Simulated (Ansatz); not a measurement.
Runs of Ansatz 0.2.0 on AlNi3. It takes space group Pm-3m (No. 221, cubic). The conventional cell has a = 3.523 Å, b = 3.523 Å, c = 3.523 Å, α = 90.00°, β = 90.00°, γ = 90.00°. Ni (site symmetry 4/mmm) has 8 Ni at 2.49 Å and 4 Al at 2.49 Å as nearest neighbours. Around Al (site symmetry m-3m) lie 12 Ni at 2.49 Å. The cell is a database's computed one.

```csv
task,level,cell,k mesh,atoms under strain,pressure (GPa),moment (μB),relaxed volume (Å³/atom)
relaxation of cell and atoms,PBEsol+D4,relaxed,8 × 8 × 8,-,0.0,0.63,(a)
elastic constants,PBEsol,as given,6 × 6 × 6,clamped,-0.6,(b),-
relaxation of cell and atoms,BLYP+D3(BJ),relaxed,8 × 8 × 8,-,0.0,0.63,10.83
relaxation of cell and atoms,revPBE+D4,relaxed,8 × 8 × 8,-,0.0,0.72,10.91
relaxation of cell and atoms,RPBE+D4,relaxed,8 × 8 × 8,-,0.0,0.72,10.90
```

Alike in all rows: potentials or basis Ansatz PAW; spin collinear, ferromagnetic start; cutoff (eV) 420; smearing fermi-dirac 0.05 eV.

Estimate the missing entries.

(a) 10.71; (b) 0.67.

Caveats: the PAW data sets come from PBE, with cores solved anew for the run's functional, which leaves a small shift of forces and pressure; the plane-wave basis is chosen anew once the cell has moved, so the energies of steps on either side of that aren't comparable (some runs); elastic constants of metals need much finer meshes, so these are rough (some runs).
